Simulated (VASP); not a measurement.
Runs of VASP 6.6.1 on CdSe. The structure is cubic, space group F-43m (No. 216). The conventional cell has a = 6.141 Å, b = 6.141 Å, c = 6.141 Å, α = 90.00°, β = 90.00°, γ = 90.00°. Around Cd (site symmetry -43m) lie 4 Se at 2.66 Å. Se (site symmetry -43m) has 4 Cd at 2.66 Å as nearest neighbours. Measurements of this composition are mostly on another form, of space group No. 186.

```csv
task,level,potentials or basis,cell,k mesh,cutoff (eV),mesh quality,gap on the mesh (eV),pressure (GPa),relaxed volume (Å³/atom)
relaxation of cell and atoms,RPBE,"VASP PAW PBE potentials, release 64 (Cd, Se)",relaxed,10 × 10 × 10,600,not flagged,0.57,0.0,31.15
relaxation of cell and atoms,PBEsol,"VASP PAW PBE potentials, release 64 (Cd, Se)",relaxed,10 × 10 × 10,580,not flagged,0.47,0.0,28.27
relaxation of cell and atoms,PBE+D3(BJ),"VASP PAW PBE potentials, release 64 (Cd, Se)",relaxed,10 × 10 × 10,600,not flagged,0.57,0.0,28.68
relaxation of cell and atoms,LDA,"VASP PAW LDA potentials, release 64 (Cd, Se)",relaxed,10 × 10 × 10,600,not flagged,(c),0.0,27.31
relaxation of cell and atoms,PBEsol,"VASP PAW PBE potentials, release 64 (Cd, Se)",relaxed,10 × 10 × 10,600,not flagged,0.47,0.0,28.27
relaxation of cell and atoms,PBE,"VASP PAW PBE potentials, release 64 (Cd, Se)",relaxed,10 × 10 × 10,600,not flagged,(a),0.0,29.87
relaxation of cell and atoms,PBEsol,"VASP PAW PBE potentials, release 64 (Cd, Se)",relaxed,4 × 4 × 4,600,coarse,(b),0.0,28.39
single point,PBEsol,"VASP PAW PBE potentials, release 64 (Cd, Se)",as given,10 × 10 × 10,520,not flagged,0.43,-1.1,-
```

Alike in all rows: no spin polarisation; smearing gaussian 0.02 eV.

Task: Fill in the values left out.

Result: (a) 0.48; (b) 0.45; (c) 0.42.

Caveats: some runs use coarse meshes; the PAW data sets were made with another functional, which shifts forces and pressure a little (some runs).

A k mesh can miss the band edges, and the runs leave out spin-orbit coupling on Cd, Se.

Not every run made on this cell is shown here.
